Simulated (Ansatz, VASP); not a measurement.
# One calculation of Rh, two programs

The input POSCAR:

```
Rh
1.0
    2.6917450000      0.0000000000      0.0000000000
   -1.3458720000      2.3311190000      0.0000000000
    0.0000000000      0.0000000000      8.7980700000
Rh
4
Direct
    0.0000000000      0.0000000000      0.0000000000
    0.3333333333      0.6666666667      0.2500000000
    0.0000000000      0.0000000000      0.5000000000
    0.6666666667      0.3333333333      0.7500000000
```

Contents of INCAR.step1:

```
ALGO = Normal
EDIFF = 1E-4
ENCUT = 520
GGA = PE
ISMEAR = 1
LASPH = T
LCHARG = F
LREAL = F
LWAVE = T
NBANDS = 38
NELM = 80
PREC = Accurate
SIGMA = 0.15
```

Contents of INCAR.step2:

```
ALGO = Normal
EDIFF = 1E-6
ENCUT = 520
ISIF = 2
ISMEAR = 1
ISTART = 1
LASPH = T
LCHARG = F
LMIXTAU = T
LREAL = F
LWAVE = F
METAGGA = R2SCAN
NBANDS = 38
NELM = 80
PREC = Accurate
SIGMA = 0.15
```

The input KPOINTS:

```
k-points
0
Gamma
  10 10 3
```

Input for Ansatz:

```yaml
crystal:
  lattice:
    - [2.691745, 0.0, 0.0]
    - [-1.345872, 2.331119, 0.0]
    - [0.0, 0.0, 8.79807]
  atoms:
    - { symbol: Rh, position: [0.0, 0.0, 0.0] }
    - { symbol: Rh, position: [0.3333333333333333, 0.6666666666666666, 0.25] }
    - { symbol: Rh, position: [0.0, 0.0, 0.5] }
    - { symbol: Rh, position: [0.6666666666666666, 0.3333333333333333, 0.75] }
basis:
  ecutwfc: 500.0
kpoints:
  mp_grid:
    grid: [10, 10, 3]
hamiltonian:
  xc: r2scan
scf:
  occupations:
    method: cold
    width: 0.15
output:
  forces: true
  stress: true
```

This isn't the form of Rh at room conditions, which is fcc.

Alike in both runs: task single point; functional r2SCAN; k mesh 10 × 10 × 3; no spin polarisation.

```csv
,VASP,Ansatz
version,VASP 6.6.1,Ansatz 0.2.0
potentials or method,"VASP PAW PBE potentials, release 64 (Rh_pv)","plane waves, PAW"
plane-wave cutoff (eV),520,500
occupations,"methfessel-paxton of order 1, width 0.15 eV","cold, width 0.15 eV"
valence electrons in the cell,60,68
```

Ansatz gave:

| Quantity | Value |
| --- | --- |
| pressure (GPa) | -1.4 |
| largest component of the traceless stress (GPa) | 0.73 |

What did VASP give for the same quantities?

Pressure (GPa): -0.3; largest component of the traceless stress (GPa): 0.70.

The two sets of potentials don't hold the same shells in valence.

Caveats: the PAW data sets were made with another functional, which shifts forces and pressure a little (VASP).
